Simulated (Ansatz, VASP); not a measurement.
**Si: VASP beside Ansatz**

File INCAR:

```
SYSTEM = Si
PREC = Accurate
ENCUT = 600
EDIFF = 1E-6
ISMEAR = 1
SIGMA = 0.005
LREAL = .FALSE.
LASPH = .TRUE.
NELM = 100
ALGO = Normal
ISIF = 3
LWAVE = .FALSE.
LCHARG = .FALSE.
GGA = PS
IBRION = 2
NSW = 60
EDIFFG = -0.005
```

Contents of KPOINTS:

```
regular mesh
0
G
  11 11 11
  0 0 0
```

POSCAR

```
Si
1.0
    0.0000000000      2.7157741474      2.7157741474
    2.7157741474      0.0000000000      2.7157741474
    2.7157741474      2.7157741474      0.0000000000
Si
2
Direct
   -0.1250000000     -0.1250000000     -0.1250000000
    0.1250000000      0.1250000000      0.1250000000
```

Input for Ansatz:

```yaml
crystal:
  lattice:
    - [0.0, 2.7157741474, 2.7157741474]
    - [2.7157741474, 0.0, 2.7157741474]
    - [2.7157741474, 2.7157741474, 0.0]
  atoms:
    - { symbol: Si, position: [-0.125, -0.125, -0.125] }
    - { symbol: Si, position: [0.125, 0.125, 0.125] }
kpoints:
  mp_grid: { grid: [11, 11, 11] }
scf:
  occupations: { method: methfessel_paxton, width: 0.005 }
hamiltonian:
  xc: pbesol
  pseudopotentials: { kind: paw }
output:
  forces: true
  stress: true
relax:
  f_tol: 0.005
  max_steps: 40
  cell: {}
```

Alike in both runs: task relaxation of cell and atoms; functional PBEsol; k mesh 11 × 11 × 11; occupations methfessel-paxton of order 1, width 0.005 eV; no spin polarisation.

|  | VASP | Ansatz |
| --- | --- | --- |
| version | VASP 6.6.1 | Ansatz 0.2.0 |
| potentials or method | VASP PAW PBE potentials, release 64 (Si) | PAW with Ansatz's default frozen-core files, scalar-relativistic |
| plane-wave cutoff (eV) | 600 | 420 |
| valence electrons in the cell | 8 | 8 |

Ansatz gave:

| Property | Result |
| --- | --- |
| relaxed volume (Å³/atom) | 20.05 |
| relaxed cell length with the largest relative difference (Å) | 3.842 |

Problem. Estimate VASP's values.

Solution. Relaxed volume (Å³/atom): 20.08; relaxed cell length with the largest relative difference (Å): 3.844.

Caveats: the PAW data sets were made with another functional, which shifts forces and pressure a little (VASP).
